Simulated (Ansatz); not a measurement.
# ZrN under strain: ¹⁴N nuclear quadrupole resonance

Cell: a structure deposited in the COD, relaxed with PBE at fixed cell and then changed (z stretched by 2 %, ions relaxed).

```cif
data_structure
_symmetry_space_group_name_H-M 'P 1'
_symmetry_Int_Tables_number 1
_cell_length_a 3.2629
_cell_length_b 3.2629
_cell_length_c 3.2304
_cell_angle_alpha 60.329
_cell_angle_beta 60.329
_cell_angle_gamma 59.343
_cell_volume 24.31
loop_
_atom_site_label
_atom_site_type_symbol
_atom_site_fract_x
_atom_site_fract_y
_atom_site_fract_z
_atom_site_occupancy
Zr1 Zr 0.00000 0.00000 0.00000 1
N2 N 0.50000 0.50000 0.50000 1
```

Sites (sets of like atoms) are named by element and the number of their first atom in this list.

Level of theory: DFT, PBE, plane waves and PAW, scalar-relativistic, 420 eV cutoff, Γ-centred 18×18×18 k-points, Fermi–Dirac smearing 0.05 eV (Ansatz 0.2.0).

¹⁴N: I = 1, Q = 20.44 mb (year-2017 value). Static lattice, zero field.

Q: Predict the zero-field ¹⁴N lines of each site.

A: For I = 1 the lines are ν± = (3/4)|C_Q|(1 ± η/3) and ν₀ = |C_Q|η/2.

```
site  atoms  V_zz (10²¹ V/m²)  C_Q (MHz)     η  line frequencies (MHz)
   N      2              0.66      0.326  0.00                   0.244
```

An axis of threefold or higher order runs through N, so V_zz lies along it and η is zero.

With no gap above 0.1 eV, as in a metal, the gradients converge slowly in k; expect changes of a tenth or more on a denser mesh. Without spin–orbit coupling (the program notes it for Zr) the gradients can shift somewhat, as the gap is small.
